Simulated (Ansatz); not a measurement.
**Ir: a slab and its surfaces, (111), 5 layers**

Aim: cut a slab of Ir (111), 5 layers from the relaxed bulk, relax it, and get surface energy and work function. The runs shown use LAPW. Companion runs by PAW are cited. Its runs: bulk in the slab's orientation (LAPW); the reference run (LAPW); atoms relaxed (LAPW); field of 0.1 V/Å along the normal (LAPW); no images along the normal (LAPW).

Computed with Ansatz 0.2.0 (DFT, PBEsol, all-electron LAPW, scalar-relativistic, unless a step's input says otherwise).

## 1. The system as given

Symmetry: Fm-3m, No. 225, cubic system. Conventional cell: a = 3.831 Å, b = 3.831 Å, c = 3.831 Å, α = 90.00°, β = 90.00°, γ = 90.00°. Around Ir (site symmetry m-3m) lie 12 Ir at 2.71 Å.

As a file:

```cif
data_structure
_symmetry_space_group_name_H-M 'Fm-3m'
_symmetry_Int_Tables_number 225
_cell_length_a 3.8309
_cell_length_b 3.8309
_cell_length_c 3.8309
_cell_angle_alpha 90.000
_cell_angle_beta 90.000
_cell_angle_gamma 90.000
_cell_volume 56.22
loop_
_atom_site_label
_atom_site_type_symbol
_atom_site_symmetry_multiplicity
_atom_site_Wyckoff_symbol
_atom_site_fract_x
_atom_site_fract_y
_atom_site_fract_z
_atom_site_occupancy
Ir1 Ir 4 a 0.00000 0.00000 0.00000 1
```

The file gives the conventional cell by its symmetry; the runs use the cell typed in the input.

Atoms are numbered in the order of the input: Ir1, Ir2, Ir3.

## 2. Bulk in the slab's orientation, LAPW

The input, input.yaml:

```yaml
crystal:
  lattice:
    - [0.0, 1.9154736248, -1.9154736248]
    - [-1.9154736248, 0.0, 1.9154736248]
    - [3.8309472497, 3.8309472497, 3.8309472497]
  atoms:
    - { symbol: Ir, position: [0.0, 0.0, 0.0] }
    - { symbol: Ir, position: [0.333333333, 0.666666667, 0.333333333] }
    - { symbol: Ir, position: [0.666666667, 0.333333333, 0.666666667] }
kpoints:
  mp_grid: { grid: [14, 14, 5] }
scf:
  occupations: { method: fermi_dirac, width: 0.05 }
hamiltonian:
  xc: pbesol
  pseudopotentials: { kind: all_electron, lapw: { basis_error: 0.001 } }
output:
  forces: true
  stress: true
  eigenvalues: true
```

Started as:

```console
$ ansatz run input.yaml --threads 2 --pin off --max-ram 4096MiB --backend cpu --events-out ev --progress --plain --runs-dir out
```

The runs that follow: Slab as cut, LAPW; Atoms relaxed, LAPW; Field of 0.1 V/Å along the normal, LAPW; No images along the normal, LAPW.

Before running it: what results should come out? Wanted: surface energy; work function; outer layer spacing; core-level shifts among the layers (for each run or level that gives them).

**Answer**, as computed:

| quantity | value |
| --- | --- |
| surface energy (LAPW, relaxed) | 2.68 J/m² |
| work function (LAPW, relaxed) | 5.68 eV |
| outer layer spacing (LAPW) | 2.21 → 2.17 Å |
| surface energy (PAW, relaxed) | 2.68 J/m² |
| work function (PAW, relaxed) | 5.67 eV |
| outer layer spacing (PAW) | 2.21 → 2.17 Å |
| core-level shifts among the layers (PAW holes) | Ir1 +0.00, Ir2 +0.61, Ir3 +0.61 eV |

What this shows: By LAPW the surface costs 2.71 J/m² as cut and 2.68 J/m² relaxed. The outermost spacing changes by -2.1 % (LAPW). The field of 0.1 V/Å along the normal induces a dipole of 0.042 e·Å per cell (LAPW). The outermost spacing changes by -2.1 % (PAW). The field of 0.1 V/Å along the normal induces a dipole of 0.042 e·Å per cell (PAW). Thickness wasn't converged, and no reconstruction was sought. Spin-orbit coupling is left out, though the cell holds Ir; in elements this heavy it can shift bands and gaps by tenths of an eV.
